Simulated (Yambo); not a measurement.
# Si (Fd-3m) in Yambo: a series of runs, part 3 of 4

Yambo 5.3.0.

## Step 5: Optical spectrum by the Bethe-Salpeter equation, PBE

File bse2.in:

```
optics
bse
bss
rim_cut
em1s
RandQpts= 1000000
RandGvec= 50 RL
Chimod= "HARTREE"
% BndsRnXs
 1 | 29 |
%
NGsBlkXs= 5 Ry
% LongDrXs
 1 | 0 | 0 |
%
BSKmod= "SEX"
BSEmod= "retarded"
BSSmod= "d"
% BSEQptR
 1 | 1 |
%
% BSEBands
 3 | 6 |
%
BSENGexx= 20 Ry
BSENGBlk= 5 Ry
% BEnRange
 0 | 20 | eV
%
% BDmRange
 0.1 | 0.1 | eV
%
BEnSteps= 200
% BLongDir
 1 | 0 | 0 |
%
BSEprop= "abs"
WRbsWF
% KfnQP_E
 0.6 | 1.0 | 1.0 |
%
```

File scf.in:

```
&CONTROL
  calculation = 'scf'
  prefix = 'pwscf'
  outdir = './tmp'
  pseudo_dir = './pseudo'
/
&SYSTEM
  ibrav = 0
  nat = 2
  ntyp = 1
  ecutwfc = 70
  nbnd = 9
  occupations = 'smearing'
  smearing = 'fd'
  degauss = 0.00367493
  force_symmorphic = .true.
/
&ELECTRONS
  conv_thr = 4d-10
  electron_maxstep = 120
  mixing_beta = 0.5
/
ATOMIC_SPECIES
Si    28.0850 Si_ONCV_PBE-1.2.upf
CELL_PARAMETERS angstrom
   0.0000000000    2.7218511865    2.7218511865
   2.7218511865    0.0000000000    2.7218511865
   2.7218511865    2.7218511865    0.0000000000
ATOMIC_POSITIONS crystal
Si     0.5000000000    0.5000000000    0.5000000000
Si     0.7500000000    0.7500000000    0.7500000000
K_POINTS automatic
8 8 8 0 0 0
```

File nscf.in:

```
&CONTROL
  calculation = 'nscf'
  prefix = 'pwscf'
  outdir = './tmp'
  pseudo_dir = './pseudo'
/
&SYSTEM
  ibrav = 0
  nat = 2
  ntyp = 1
  ecutwfc = 70
  nbnd = 124
  occupations = 'fixed'
  force_symmorphic = .true.
/
&ELECTRONS
  conv_thr = 1d-08
  diago_full_acc = .true.
  diago_thr_init = 1d-06
/
ATOMIC_SPECIES
Si    28.0850 Si_ONCV_PBE-1.2.upf
CELL_PARAMETERS angstrom
   0.0000000000    2.7218511865    2.7218511865
   2.7218511865    0.0000000000    2.7218511865
   2.7218511865    2.7218511865    0.0000000000
ATOMIC_POSITIONS crystal
Si     0.5000000000    0.5000000000    0.5000000000
Si     0.7500000000    0.7500000000    0.7500000000
K_POINTS automatic
6 6 6 0 0 0
```

Potentials or basis: SG15 PBE 1.2.

On the command line:

```bash
$ OMP_NUM_THREADS=1 pw.x -in scf.in > scf.out
$ OMP_NUM_THREADS=1 pw.x -in nscf.in > nscf.out
$ cd tmp/pwscf.save; p2y; mv SAVE ../..; cd ../..
$ OMP_NUM_THREADS=1 yambo
$ mkdir -p bse2; ln -s $PWD/g0w00/ndb.RIM bse2/
$ OMP_NUM_THREADS=1 yambo -F bse2.in -J bse2 -C bse2_out
$ OMP_NUM_THREADS=1 ypp -J bse2 -C bse2_out -e s -b 1
```

Yambo's report:

```text
[... sections 02.01 to 02.04 as in the set-up run ...]

  [02.05] Energies & Occupations
  ==============================

  [X] === General ===
  [X] Electronic Temperature                        :  0.000000  0.000000 [eV K]
  [X] Bosonic    Temperature                        :  0.000000  0.000000 [eV K]
  [X] Finite Temperature mode                       : no
  [X] El. density                                   :  0.19837E+24 [cm-3]
  [X] Fermi Level                                   :  6.148003 [eV]

  [X] === Gaps and Widths ===
  [X] Conduction Band Min                           :  0.706787 [eV]
  [X] Valence Band Max                              :  0.000000 [eV]
  [X] Filled Bands                                  :   4
  [X] Empty Bands                                   :    5  124
  [X] Direct Gap                                    :  2.556766 [eV]
  [X] Direct Gap localized at k                     :  1
  [X] Indirect Gap                                  :  0.706787 [eV]
  [X] Indirect Gap between kpts                     :   1  13
  [X] Last valence band width                       :  3.607617 [eV]
  [X] 1st conduction band width                     :  2.632819 [eV]

 [03] Transferred momenta grid and indexing
 ==========================================

 [BZ sampling] Q-grid is User defined and/or read from the database

 IBZ Q-points                                      :  16
 BZ  Q-points                                      :  216

 K/Q-points units:
 rlu = crystal or reduced units; cc = cartesian coordinates; iku = interal k-units

 Q [ 1]         [rlu]:  0.000000  0.000000  0.000000
 Q [ 2]         [rlu]:  0.66011E-18  0.66011E-18  0.16667
 Q [ 3]         [rlu]:  0.13202E-17  0.13202E-17  0.33333
 Q [ 4]         [rlu]: -0.32053E-17 -0.32053E-17 -0.50000
 Q [ 5]         [rlu]:  0.24958E-17  0.16667      0.16667
 Q [ 6]         [rlu]: -0.10701E-16  0.16667      0.33333
 Q [ 7]         [rlu]:  0.89388E-17  0.16667      0.50000
 Q [ 8]         [rlu]: -0.32053E-17  0.16667     -0.33333
 Q [ 9]         [rlu]: -0.29076E-16  0.16667     -0.16667
 Q [10]         [rlu]: -0.17730E-16  0.33333      0.33333
 Q [11]         [rlu]:  0.68824E-16  0.33333      0.50000
 Q [12]         [rlu]: -0.12709E-16  0.33333     -0.33333
 Q [13]         [rlu]: -0.74875E-17 -0.50000     -0.50000
 Q [14]         [rlu]:  0.166667  0.333333  0.500000
 Q [15]         [rlu]:  0.166667  0.333333 -0.333333
 Q [16]         [rlu]:  0.166667 -0.500000 -0.333333

  [03.01] X + BSE indexes
  =======================

   [03.01.01] Sigma indexes
   ========================

   [WR./SAVE//ndb.kindx]-----------------------------------------------------------
    Fragmentation                                    : no
    Polarization last K ( bz)                        :  216
    Polarization last K (ibz)                        :  16
    QP states                                        :   1  16
    X grid is uniform                                : yes
    Grids (string)                                   :  X B S
    Grids (int-vector)                               :  1  1  0  1

 [04] Coloumb potential Random Integration (RIM)
 ===============================================

 Summary of Coulomb integrals for non-metallic bands |Q|[au] RIM/Bare

 Q [1] 0.100000E-4 0.995998 * Q [2] 0.176318 1.065507
 Q [5] 0.203594 1.063520 * Q [9] 0.287926 1.025994
 Q [6] 0.337623 1.019443 * Q [3] 0.352635 1.017217
 Q [10] 0.407188 1.013507 * Q [8] 0.443723 1.010827
 Q [14] 0.455250 1.010532 * Q [7] 0.498702 1.008888
 Q [11] 0.528953 1.007997 * Q [4] 0.528953 1.007696
 Q [12] 0.575851 1.006539 * Q [15] 0.602240 1.006010
 Q [13] 0.610783 1.006174 * Q [16] 0.643821 1.005574

 [WARNING] [Xs] User bands 1-29 break level degeneracy

 [WARNING] [BS] User bands 3-6 break level degeneracy
[... 149 lines left out ...]

  [08.01] Bethe Salpeter Equation @q1
  ===================================

   [08.01.01] Transition pre-analysis @q1
   ======================================

   [08.01.02] Transition Groups build-up @q1
   =========================================

   [BSK] Transition groups (total):  16
   [BSK] Size (resonant):   864
   [BSK]         (total):   864
   [BSK] N. of matrices :  1

   [08.01.03] Loading Dipoles @q1
   ==============================

   [08.01.04] Independent Particles properties @q1
   ===============================================

   [08.01.05] BSE Kernel @q1 (Resonant CORRRELATION EXCHANGE)
   ==========================================================

   [BSE] Exchange components :   459
   [BSE] Correlation components :   65  283

    [08.01.05.01] Screened interaction header I/O
    =============================================

    [08.01.05.02] Main kernel loop
    ==============================

    [WR./bse2//ndb.BS_Q1_CPU_0]-----------------------------------------------------
     Brillouin Zone Q/K grids (IBZ/BZ)                :   16  216   16  216
     RL vectors                                       :   3479 [WF]
     Coulomb cutoff potential                         : none
     Parallel CPUs
     Parallel Roles
     Fragmentation                                    : no
     BS kernel          wavefunctions                 : Perdew, Burke & Ernzerhof(X)+Perdew, Burke & Ernzerhof(C)
     Static diel. fun.  energies                      : Perdew, Burke & Ernzerhof(X)+Perdew, Burke & Ernzerhof(C)
     wavefunctions                                    : Perdew, Burke & Ernzerhof(X)+Perdew, Burke & Ernzerhof(C)
     [K] Identifier                                   :   9382
     [K] Dimension                                    :   864
     [K] Bands                                        :   3   6
     [K] Exchange                                     : yes [res]
     [K] Correlation                                  : yes [res]
     [K] Kernel`s coupling                            : no
     [K] Exchange                                     : no [cpl]
     [K] Correlation                                  : no [cpl]
     [K] W interaction is bare                        : no
     [K] ALDA kernel in R-space                       : no
     [K] RL vectors                                   :   459 [exchange]
     [K] RL vectors                                   :   65 [correlation]
     [K] E/h energy range                             : -1.000000 -1.000000 [eV]
     [K] Coupling range                               :  100.0000  100.0000 [o/o]
     [W] Interaction is diagonal                      : no
     [W] Matrix size                                  :   65
     [W] Bands                                        :   1  29
     [W] e/h energy range                             : -1.000000 -1.000000 [eV]
     [W] Poles                                        :  100.0000 [o/o]
     [W] RL vectors in the sum                        :   3479
     [W] [r,Vnl] included                             : yes
     [W] Field direction                              :  0.100000E-4   0.00000      0.00000
     [W] Coulomb Cutoff                               : none
     [W] Hxc Kernel                                   : HARTREE
     [RIM] RL components                              :   51 [col]
     [RIM] Random points                              :  1000000 [col]
     [SOC] Perturbative SOC                           : no
     [K] Kernel long-range exchange                   : BAR

    [08.01.05.03] Wave-Function Phases
    ==================================

    [BSE] WF phases found       :  62.63021 [o/o]

   [08.01.06] BSE solver(s) @q1
   ============================

   [08.01.07] Diago Solver @q1
   ===========================

   [WR./bse2//ndb.BS_diago_Q1]-----------------------------------------------------
    BS kernel          energies                      : Perdew, Burke & Ernzerhof(X)+Perdew, Burke & Ernzerhof(C)+ user defined corrections @E
    [K] Identifier                                   :   9382
    [K] Dimension                                    :   864
    [K] Bands                                        :   3   6
    [K] Exchange                                     : yes [res]
    [K] Correlation                                  : yes [res]
    [K] Kernel`s coupling                            : no
    [K] Exchange                                     : no [cpl]
    [K] Correlation                                  : no [cpl]
    [K] W interaction is bare                        : no
    [K] ALDA kernel in R-space                       : no
    [K] RL vectors                                   :   459 [exchange]
    [K] RL vectors                                   :   65 [correlation]
    [K] E/h energy range                             : -1.000000 -1.000000 [eV]
    [K] Coupling range                               :  100.0000  100.0000 [o/o]
    [W] Interaction is diagonal                      : no
    [W] Matrix size                                  :   65
    [W] Bands                                        :   1  29
    [W] e/h energy range                             : -1.000000 -1.000000 [eV]
    [W] Poles                                        :  100.0000 [o/o]
    [W] RL vectors in the sum                        :   3479
    [W] [r,Vnl] included                             : yes
    [W] Field direction                              :  0.100000E-4   0.00000      0.00000
    [W] Coulomb Cutoff                               : none
    [W] Hxc Kernel                                   : HARTREE
    [RIM] RL components                              :   51 [col]
    [RIM] Random points                              :  1000000 [col]
    [SOC] Perturbative SOC                           : no
    [K] Kernel long-range exchange                   : BAR
    [BSS] Eigenstates included                       : yes
    [BSS] Field direction                            :  0.100000E-4   0.00000      0.00000
    [BSS] Eigenstates computed                       :   864
    [BSS] Number of BSE matrices                     :  1
```

Wall time 1.8 min (1 thread of Arm Neoverse V2, shared host); peak memory 0.3 GiB.

Results:

```
Band gap on the k mesh, mean-field level : 0.71 eV, indirect (least direct gap 2.56 eV)
Exciton binding energy                   : 0.12 eV
Lowest exciton energy                    : 3.04 eV
Lowest bright exciton energy             : 3.04 eV
```

Dielectric function (along the field direction of the input):
| energy (eV) | real part | imaginary part |
| --- | --- | --- |
| 0.30 | 14.34 | 0.06 |
| 0.90 | 15.16 | 0.22 |
| 1.61 | 17.67 | 0.55 |
| 2.31 | 24.60 | 1.77 |
| 3.02 | 61.03 | 42.20 |
| 3.62 | 10.45 | 25.34 |
| 4.32 | -33.81 | 14.82 |
| 5.03 | -13.35 | 6.04 |
| 5.73 | -5.99 | 2.48 |
| 6.33 | -1.99 | 3.50 |
| 7.04 | -6.76 | 1.53 |
| 7.74 | -4.71 | 1.85 |
| 8.44 | -3.20 | 0.20 |
| 9.05 | -2.32 | 0.11 |
| 9.75 | -1.66 | 0.08 |
| 10.45 | -1.18 | 0.08 |
| 11.16 | -0.91 | 0.05 |
| 11.76 | -0.67 | 0.03 |
| 12.46 | -0.46 | 0.03 |
| 13.17 | -0.28 | 0.02 |
| 13.87 | -0.14 | 0.02 |
| 14.47 | -0.04 | 0.02 |
| 15.18 | 0.07 | 0.01 |
| 15.88 | 0.15 | 0.01 |
| 16.58 | 0.23 | 0.01 |
| 17.19 | 0.29 | 0.01 |
| 17.89 | 0.35 | 0.01 |
| 18.59 | 0.40 | 0.01 |
| 19.30 | 0.44 | 0.01 |
| 20.00 | 0.48 | 0.01 |

Lowest exciton energies (eV): 3.04, 3.04, 3.05, 3.05, 3.12, 3.12, 3.13, 3.14

Excitons:
```
energy (eV)  strength (relative to the strongest)
      3.038                                 0.001
      3.042                                 0.047
      3.047                                  0.01
      3.049                                 0.055
      3.124                                  0.58
      3.124                                  0.13
      3.126                                  0.17
      3.137                               0.00039
      3.137                               0.00012
      3.139                                 8e-05
      3.143                               4.9e-05
      3.144                               8.7e-05
```

Caveat: this k mesh misses the band edges, so its gaps are larger than the crystal's; the scissor is the correction of the direct gap in an earlier G0W0 run on the same states; exciton energies and binding change strongly with the k mesh and aren't converged on this one; spectra need much finer meshes, so this one isn't converged.

(Continued in part 4 of 4.)
